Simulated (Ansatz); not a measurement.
# The gap of K4IBr3 (ordered model alloy, started on the KBr lattice) (Cmmm): a ladder of methods and an error budget

Wanted: the gap of K4IBr3 (ordered model alloy, started on the KBr lattice) (Cmmm) by functionals, hybrids and G0W0, carried to the basis limit, with what remains uncertain.

Method: density functionals, hybrids, G0W0, plane waves, PAW, in Ansatz 0.2.0.

This is a report of a sequence of runs, with most program output left out.

## Step 1: Set-up

The structure is orthorhombic, space group Cmmm (No. 65). Conventional cell: a = 9.182 Å, b = 12.981 Å, c = 4.588 Å, α = 90.00°, β = 90.00°, γ = 90.00°. K has 4 Br at 3.17 to 3.25 Å and 2 I at 3.33 Å nearest. K has 5 Br at 3.17 to 3.25 Å and 1 I at 3.32 Å nearest. Br has 6 K at 3.25 Å nearest. Nearest to I lie 6 K at 3.32 to 3.33 Å. Br has 6 K at 3.17 Å nearest. It derives from KBr. Farther neighbours and most contacts between anions are not listed.

The structure was relaxed with LDA. The runs that relaxed it are not among those shown. Spin-orbit coupling is left out unless a step names it.

## Step 2: LDA bands

Levels along a band path, at the cheap level, show where the edges lie and whether the meshes to come will hold them.

This step: DFT, LDA, plane waves, PAW; PAW set soft_1.

File input.yaml:

```yaml
crystal:
  lattice:
    - [-0.0021714508, 6.4903646622, 6.4905351599]
    - [6.4903646622, -0.0021714508, 6.4905351599]
    - [6.4881932114, 6.4881932114, 0.0]
  atoms:
    - { symbol: K, position: [-0.0123917543, 0.0123917543, 0.0] }
    - { symbol: K, position: [-0.0123917543, 0.0123917543, 0.5] }
    - { symbol: K, position: [-0.0060389877, 0.4939610123, 0.0060389877] }
    - { symbol: K, position: [-0.0060389877, 0.4939610123, 0.5060389877] }
    - { symbol: K, position: [0.5060389877, 0.0060389877, -0.0060389877] }
    - { symbol: K, position: [0.5060389877, 0.0060389877, 0.4939610123] }
    - { symbol: K, position: [0.5123917543, 0.4876082457, 0.0] }
    - { symbol: K, position: [0.5123917543, 0.4876082457, 0.5] }
    - { symbol: Br, position: [0.25, 0.25, 0.25] }
    - { symbol: Br, position: [0.25, 0.25, 0.75] }
    - { symbol: I, position: [0.25, 0.75, 0.25] }
    - { symbol: I, position: [0.25, 0.75, 0.75] }
    - { symbol: Br, position: [0.75, 0.25, 0.25] }
    - { symbol: Br, position: [0.75, 0.25, 0.75] }
    - { symbol: Br, position: [0.75, 0.75, 0.25] }
    - { symbol: Br, position: [0.75, 0.75, 0.75] }
kpoints:
  mp_grid: { grid: [4, 4, 4] }
  band_path:
    path:
      - [[0.0, 0.0, 0.0], [0.5, 0.0, 0.0]]
      - [[0.0, 0.5, 0.0], [0.0, 0.0, 0.0], [0.0, 0.0, 0.5]]
      - [[0.5, 0.5, 0.5], [0.0, 0.0, 0.0]]
    npoints: 10
hamiltonian:
  xc: lda
  pseudopotentials: { kind: paw, azcp: { folder: soft_1 }, xc_functional: pbe }
scf:
  occupations: { method: fermi_dirac, width: 0.02 }
  n_extra_bands: 9
output:
  eigenvalues: true
  write_density: true
  write_potential: true
  elf: true
  volumetric_format: npy
```

The run is started by

```console
ansatz run input.yaml --threads 4 --pin off --max-ram 17510MiB --backend cpu --events-out ev --progress --plain --runs-dir out
```

Run time: 36 s. Hardware: 4 threads of Arm Neoverse V1, shared host; peak memory 1.9 GiB.

This step gave:

```yaml
filled_bands: 74
gap: 3.860 eV
valence_top_at: Γ
conduction_bottom_at: Γ
least_direct_gap: 3.860 eV
```

In a supercell the zone is folded, so edges from different points of the primitive zone can meet at one k.

The electronic bands at the labelled points (eV, zero at the top of the highest nominally filled band):

| point | band 71 | band 72 | band 73 | band 74 | band 75 | band 76 | band 77 | band 78 |
| --- | --- | --- | --- | --- | --- | --- | --- | --- |
| Γ | -0.34 | -0.19 | -0.16 | 0.00 | 3.86 | 4.85 | 4.86 | 4.86 |
| halfway | -0.44 | -0.37 | -0.22 | -0.03 | 4.31 | 5.13 | 5.14 | 5.16 |
| X | -0.57 | -0.38 | -0.28 | -0.07 | 5.10 | 5.24 | 5.71 | 5.73 |
| jump to Y | -0.57 | -0.38 | -0.28 | -0.07 | 5.10 | 5.24 | 5.71 | 5.73 |
| halfway | -0.44 | -0.37 | -0.22 | -0.03 | 4.31 | 5.13 | 5.14 | 5.16 |
| Γ | -0.34 | -0.19 | -0.16 | 0.00 | 3.86 | 4.85 | 4.86 | 4.86 |
| halfway | -0.37 | -0.33 | -0.26 | -0.16 | 4.30 | 5.14 | 5.14 | 5.16 |
| Z | -0.38 | -0.38 | -0.31 | -0.31 | 5.15 | 5.15 | 5.72 | 5.72 |
| jump to R | -0.38 | -0.38 | -0.31 | -0.31 | 5.15 | 5.15 | 5.72 | 5.72 |
| halfway | -0.37 | -0.33 | -0.26 | -0.16 | 4.30 | 5.14 | 5.14 | 5.16 |
| Γ | -0.34 | -0.19 | -0.16 | 0.00 | 3.86 | 4.85 | 4.86 | 4.86 |

Electrostatic potential energy in the ac plane at fractional y = 0.750, with atoms of I and Br within 0.2 Å of it. With pseudopotentials it is smooth inside the atoms' cores, unlike the true potential.

Ten even steps from '0' (-42 eV) to '9' (8 eV), each cell a mean:
```
99999999999999999999999999
99999999999999999999999999
99987689999999999889999999
99962125899999998534799999
99961442489999998200169999
99972586259999998300027999
99995267338999999720005999
99998522137999999973115899
99999874468999999998768999
99999999889999999999999999
99999999999999999999999999
99999999999999999999999999
99999999999999999999999999
99999999999999999999999999
99987689999999999889999999
99962125899999998534799999
99961442489999998200169999
99972586259999998300027999
99995267338999999720005999
99998522137999999973115899
99999874468999999998768999
99999999889999999999999999
99999999999999999999999999
99999999999999999999999999
```
Columns run along a (9.2 Å; values clipped at the 3rd and 97th percentile), rows up along c (9.2 Å). Atoms in or near the plane, at fractional coordinates: I at (0.25, 0.25), I at (0.25, 0.75), Br at (0.75, 0.25), Br at (0.75, 0.75).

ELF in the ac plane at fractional y = 0.750, with atoms of I and Br within 0.2 Å of it. It is the smooth field of the valence electrons, not physical close to the nuclei.

Ten even steps from '_' (0.01) to '@' (0.88), each cell a mean:
```
__::==++++==::________________::----::..____________
::++##%%%%%%##++::__________--++######**--..________
--##%%%%%%%%%%%%##--______..==##@@@@@@@@%%++..______
--##%%%%**++**##%%##--____..++%%@@@@@@@@@@%%++..____
::**%%##++----==##%%##--____==%%@@@@++==%%@@%%++..__
__==%%%%++--==--==##%%**..__::##@@@@==__::%%@@%%--__
__::**%%##==------**%%##--____==%%@@%%--..##@@@@**..
____--##%%##++====**%%%%++..__..++%%@@@@##@@@@@@##--
______--##%%%%######%%%%++..____..++%%@@@@@@@@@@##--
________::++##%%%%%%%%##++..______..==##%%%%%%%%**::
__________..--++######++--____________::==++++++--..
____......____..::----::__________________......____
__::==++++==::________________::----::..____________
::++##%%%%%%##++::__________--++######**--..________
--##%%%%%%%%%%%%##--______..==##@@@@@@@@%%++..______
--##%%%%**++**##%%##--____..++%%@@@@@@@@@@%%++..____
::**%%##++----==##%%##--____==%%@@@@++==%%@@%%++..__
__==%%%%++--==--==##%%**..__::##@@@@==__::%%@@%%--__
__::**%%##==------**%%##--____==%%@@%%--..##@@@@**..
____--##%%##++====**%%%%++..__..++%%@@@@##@@@@@@##--
______--##%%%%######%%%%++..____..++%%@@@@@@@@@@##--
________::++##%%%%%%%%##++..______..==##%%%%%%%%**::
__________..--++######++--____________::==++++++--..
____......____..::----::__________________......____
```
Columns run along a (9.2 Å), rows up along c (9.2 Å). Atoms in or near the plane, at fractional coordinates: I at (0.25, 0.25), I at (0.25, 0.75), Br at (0.75, 0.25), Br at (0.75, 0.75).

## Step 3: LDA+SOC

Spin-orbit coupling can split or shift the edges; a non-collinear run measures by how much.

This step: DFT, LDA with spin-orbit coupling, plane waves, PAW; PAW set soft_1.

Changes to input.yaml since step 2:

```diff
@@ -26,17 +26,18 @@
     path:
-      - [[0.0, 0.0, 0.0], [0.5, 0.0, 0.0]]
-      - [[0.0, 0.5, 0.0], [0.0, 0.0, 0.0], [0.0, 0.0, 0.5]]
-      - [[0.5, 0.5, 0.5], [0.0, 0.0, 0.0]]
-    npoints: 10
+      - [0.0, 0.0, 0.0]
+      - [0.5, 0.0, 0.0]
+      - [0.0, 0.5, 0.0]
+      - [0.0, 0.0, 0.5]
+      - [0.5, 0.5, 0.5]
+    npoints: 1
 hamiltonian:
   xc: lda
-  pseudopotentials: { kind: paw, azcp: { folder: soft_1 }, xc_functional: pbe }
+  pseudopotentials: { kind: paw_fr, azcp: { folder: soft_1 }, xc_functional: pbe }
 scf:
-  occupations: { method: fermi_dirac, width: 0.02 }
-  n_extra_bands: 9
+  occupations: { method: fixed }
+  n_extra_bands: 18
+magnetization:
+  noncollinear: true
+  spin_orbit: true
 output:
   eigenvalues: true
-  write_density: true
-  write_potential: true
-  elf: true
-  volumetric_format: npy
```

Wall time 4 min (4 threads); peak memory 5.2 GiB.

Numbers from this step:

```
gap                  : 3.626 eV
valence top at       : Γ
conduction bottom at : Γ
least direct gap     : 3.626 eV
```

The gap stands −0.23 eV against LDA.

## Step 4: r2SCAN

r2SCAN sits between gradient functionals and hybrids in what it does to gaps, at little more than semilocal cost.

This step: DFT, r2SCAN, plane waves, PAW; PAW set soft_1.

Changes to input.yaml since step 3:

```diff
@@ -33,10 +33,7 @@
 hamiltonian:
-  xc: lda
-  pseudopotentials: { kind: paw_fr, azcp: { folder: soft_1 }, xc_functional: pbe }
+  xc: r2scan
+  pseudopotentials: { kind: paw, azcp: { folder: soft_1 } }
 scf:
   occupations: { method: fixed }
-  n_extra_bands: 18
-magnetization:
-  noncollinear: true
-  spin_orbit: true
+  n_extra_bands: 9
 output:
```

Elapsed: 39 s, on 4 threads; peak memory 3.2 GiB.

Numbers from this step:

```
gap                  : 4.884 eV
valence top at       : Γ
conduction bottom at : Γ
least direct gap     : 4.884 eV
```

The gap stands +1.02 eV against LDA.

## Step 5: HSE06

HSE06 mixes in a quarter of exact exchange at short range. Exchange couples all pairs of k points, which makes a full band path dear, so levels are read on the mesh and at chosen points.

This step: DFT, HSE06, plane waves, PAW; PAW set soft_1.

Changes to input.yaml since step 4:

```diff
@@ -23,3 +23,3 @@
 kpoints:
-  mp_grid: { grid: [4, 4, 4] }
+  mp_grid: { grid: [2, 2, 2] }
   band_path:
@@ -33,3 +33,3 @@
 hamiltonian:
-  xc: r2scan
+  xc: hse06
   pseudopotentials: { kind: paw, azcp: { folder: soft_1 } }
@@ -40 +40,5 @@
   eigenvalues: true
+  write_density: true
+  write_potential: true
+  elf: true
+  volumetric_format: npy
```

Wall time 2.9 min (4 threads); peak memory 6.9 GiB; 11 min of CPU time.

Numbers from this step:

* gap: 5.319 eV
* valence top at: Γ
* conduction bottom at: Γ
* least direct gap: 5.319 eV

The gap stands +1.46 eV against LDA.

## Step 6: G0W0, 2×2×2 mesh, 246 empty bands, screening to 34 eV, PAW set soft_1 files

Now the one-shot GW correction: screening in the RPA, then the self-energy of the levels asked for. This step takes PAW set soft_1 files.

This step: G0W0 on LDA, plane waves, PAW; PAW set soft_1.

Changes to input.yaml since step 5:

```diff
@@ -24,21 +24,12 @@
   mp_grid: { grid: [2, 2, 2] }
-  band_path:
-    path:
-      - [0.0, 0.0, 0.0]
-      - [0.5, 0.0, 0.0]
-      - [0.0, 0.5, 0.0]
-      - [0.0, 0.0, 0.5]
-      - [0.5, 0.5, 0.5]
-    npoints: 1
 hamiltonian:
-  xc: hse06
-  pseudopotentials: { kind: paw, azcp: { folder: soft_1 } }
+  xc: lda
+  pseudopotentials: { kind: paw, azcp: { folder: soft_1 }, xc_functional: pbe }
 scf:
   occupations: { method: fixed }
-  n_extra_bands: 9
-output:
-  eigenvalues: true
-  write_density: true
-  write_potential: true
-  elf: true
-  volumetric_format: npy
+gw:
+  n_empty_bands: 246
+  ecut_chi: 34
+  qp_bands: [v4, c4]
+  qp_kpoints: band_edges
+  screening: { model: contour_deformation }
```

Run time: 77 s. Hardware: 4 threads; peak memory 2.6 GiB; 5 min of CPU time.

Numbers from this step:

```
bands summed                                 : 320
RPA ε∞ on this mesh (eigenvalues)            : 2.754, 2.755, 2.767
plane waves in the screening matrix          : 259
G0W0 gap on the mesh                         : 5.856 eV
k of the valence top                         : 0, 0, 0
k of the conduction bottom                   : 0, 0, 0
starting gap on the mesh                     : 3.858 eV
least direct G0W0 gap on the computed points : 5.856 eV
```

The gap on the mesh goes from 3.86 eV to 5.86 eV, a correction of +2.00 eV. Between the two edge states, bare exchange in place of the xc potential would open the gap by 7.27 eV, and correlation takes back 5.27 eV.

## Step 7: G0W0, 2×2×2 mesh, 973 empty bands, screening to 85 eV, PAW set soft_1 files

Bands and screening cutoff are moved together, since each hides the error of the other.

Changes to input.yaml since step 6:

```diff
@@ -30,4 +30,4 @@
 gw:
-  n_empty_bands: 246
-  ecut_chi: 34
+  n_empty_bands: 973
+  ecut_chi: 85.0
   qp_bands: [v4, c4]
```

Elapsed: 10 min, on 4 threads; peak memory 10 GiB; 40 min of CPU time.

This step gave:

| Quantity | Value |
| --- | --- |
| bands summed | 1047 |
| RPA ε∞ on this mesh (eigenvalues) | 2.715, 2.715, 2.727 |
| plane waves in the screening matrix | 941 |
| q-points in the mesh | 8 |
| G0W0 gap on the mesh | 6.181 eV |
| k of the valence top | 0, 0, 0 |
| k of the conduction bottom | 0, 0, 0 |
| starting gap on the mesh | 3.858 eV |
| Z at the valence top | 0.8058 |
| Z at the conduction bottom | 0.8493 |
| least direct G0W0 gap on the computed points | 6.181 eV |

Against the run with 2×2×2 mesh, 246 empty bands, screening to 34 eV, PAW set soft_1 files, the gap moves by +0.32 eV.

Limits: finite bands, cutoff and mesh; no spin-orbit coupling. v1 is the top filled band, c1 the lowest empty one. The levels before and after the correction (eV, zero at the valence-band top of each column):

|  | conduction bottom | valence top |
| --- | --- | --- |
| Kohn-Sham | 3.86 | 0.00 |
| G0W0 | 6.18 | 0.00 |

|  | level | occupation | energy (eV) |
| --- | --- | --- | --- |
| Kohn-Sham | Γ v4 | 2 | -0.336 |
| Kohn-Sham | Γ v3 | 2 | -0.192 |
| Kohn-Sham | Γ v2 | 2 | -0.158 |
| Kohn-Sham | Γ v1 | 2 | 0.000 |
| Kohn-Sham | Γ c1 | 0 | 3.858 |
| Kohn-Sham | Γ c2 | 0 | 4.847 |
| Kohn-Sham | Γ c3-c4 | 0 | 4.859 |
| G0W0 | Γ v4 | 2 | -0.383 |
| G0W0 | Γ v3 | 2 | -0.234 |
| G0W0 | Γ v2 | 2 | -0.199 |
| G0W0 | Γ v1 | 2 | 0.000 |
| G0W0 | Γ c1 | 0 | 6.181 |
| G0W0 | Γ c2 | 0 | 7.269 |
| G0W0 | Γ c3-c4 | 0 | 7.283 |

The parts of the quasiparticle energy at the two band edges (eV; QP = start + Σx + Σc − Vxc):

| run | edge | start | Σx | Σc | Vxc | Z | QP |
| --- | --- | --- | --- | --- | --- | --- | --- |
| 320 bands | valence top | 2.26 | -17.74 | 2.19 | -14.79 | 0.82 | 1.50 |
| 320 bands | conduction bottom | 6.12 | -4.80 | -3.08 | -9.12 | 0.85 | 7.36 |
| 1047 bands | valence top | 2.26 | -17.74 | 1.71 | -14.79 | 0.81 | 1.01 |
| 1047 bands | conduction bottom | 6.12 | -4.80 | -3.24 | -9.12 | 0.85 | 7.19 |

## Step 8: The ladder

Times are wall times on 4 threads of Arm Neoverse V1, shared host, good to a factor of about two. G0W0 rows are gaps on the mesh, lowered by the amount that the mesh misses the start's edges, a rough step that assumes the same correction there.

| level | gap (eV) | least direct gap (eV) | time |
| --- | --- | --- | --- |
| LDA | 3.86 | 3.86 | 36 s |
| LDA+SOC | 3.63 | 3.63 | 4 min |
| r2SCAN | 4.88 | 4.88 | 39 s |
| HSE06 | 5.32 | 5.32 | 2.9 min |
| G0W0@LDA (246 empty bands) | 5.86 | - | 77 s |
| G0W0@LDA (973 empty bands) | 6.18 | - | 10 min |

## Step 9: Adding up the best estimate

| term | eV | running total (eV) |
| --- | --- | --- |
| G0W0 on the mesh, top rung | 6.181 | 6.181 |
| to the limit, by a line in one over the bands through the two top rungs | +0.143 | 6.324 |
| spin-orbit change, from LDA | −0.234 | 6.090 |

## Step 10: Summary of results

```
LDA gap                                        : 3.86 eV, in a supercell, where edges may be folded
HSE06                                          : 5.32 eV
G0W0, top rung on the mesh                     : 6.18 eV
best estimate, G0W0@LDA with spin-orbit change : 6.09 eV
GW settings of the top rung                    : 2×2×2 mesh, 973 empty bands, screening to 85 eV, PAW set soft_1 files
known limits                                   : one-shot GW, static lattice; one k mesh, untested
```

What this shows: The best estimate for G0W0@LDA is 6.09 eV, in a supercell, where edges may be folded, against 3.63 eV at the start (both with spin-orbit coupling). The limit rests on the two highest rungs, unchecked by another pair. Among the functionals HSE06 comes nearest: −1.00 eV from the estimate without its spin-orbit term (6.32 eV). All runs took 20 min, 59 % of it in G0W0.

[Paths, hosts, dates, memory and timing lines, banners, echoed tables and standing remarks are left out of the program output.]

[Logs are printed without paths, hosts, clocks, repeated set-up lines and the standing remarks that a program may print on its own settings, such as how far it seeks lower states.]

[Runs of the session that timed out or met a known fault of the program may be left out.]

[Cells called generated may have been cut or substituted from an entry of the Crystallography Open Database or the Materials Project.]

[Hosts, paths, dates, database ids (printed as entryN), source tags and the programs' standing remarks are cut or masked in the printed files.]
